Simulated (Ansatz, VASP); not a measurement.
# Two plane-wave programs on MgO (de600)

INCAR

```
  ALGO = Normal
  EDIFF = 1E-7
  ENCUT = 520
  GGA = CA
  ISIF = 2
  ISMEAR = 0
  LASPH = T
  LCHARG = T
  LELF = T
  LREAL = F
  LVHAR = T
  LWAVE = F
  NBANDS = 11
  NELM = 100
  PREC = Accurate
  SIGMA = 0.1
```

KPOINTS

```
k-points
0
Gamma
  8 8 8
```

File POSCAR:

```
MgO
1.0
    0.0000000000      2.1245000000      2.1245000000
    2.1245000000      0.0000000000      2.1245000000
    2.1245000000      2.1245000000      0.0000000000
Mg O
1 1
Direct
    0.0000000000      0.0000000000      0.0000000000
    0.5000000000      0.5000000000      0.5000000000
```

Input for Ansatz:

```yaml
crystal:
  lattice:
    - [0.0, 2.1245, 2.1245]
    - [2.1245, 0.0, 2.1245]
    - [2.1245, 2.1245, 0.0]
  atoms:
    - { symbol: Mg, position: [0.0, 0.0, 0.0] }
    - { symbol: O, position: [0.5, 0.5, 0.5] }
basis:
  ecutwfc: 600.0
kpoints:
  mp_grid: { grid: [8, 8, 8] }
hamiltonian:
  xc: lda
  pseudopotentials: { kind: paw, azcp: { folder: soft_1 } }
scf:
  occupations: { method: gaussian, width: 0.1 }
output:
  forces: true
  stress: true
  eigenvalues: true
```

Alike in both runs: task single point; functional LDA; k mesh 8 × 8 × 8; occupations gaussian, width 0.1 eV; no spin polarisation.

|  | VASP | Ansatz |
| --- | --- | --- |
| version | VASP 6.6.1 | Ansatz 0.2.0 |
| potentials or method | VASP PAW LDA potentials, release 64 (Mg, O) | scalar-relativistic, plane waves, PAW |
| plane-wave cutoff (eV) | 520 | 600 |
| valence electrons in the cell | 8 | 16 |

|  | VASP | Ansatz | Ansatz less VASP |
| --- | --- | --- | --- |
| gap on the k mesh at the Fermi level (eV) | 4.41 | 4.41 | +0.007 |
| least direct gap on the mesh (eV) | 4.41 | 4.41 | +0.007 |
| pressure (GPa) | -11.4 | -9.5 | +1.86 |

The two sets of potentials don't hold the same shells in valence. Ansatz warned: «pseudo_functional_mismatch».

As with any semilocal functional, this LDA gap is likely too small.
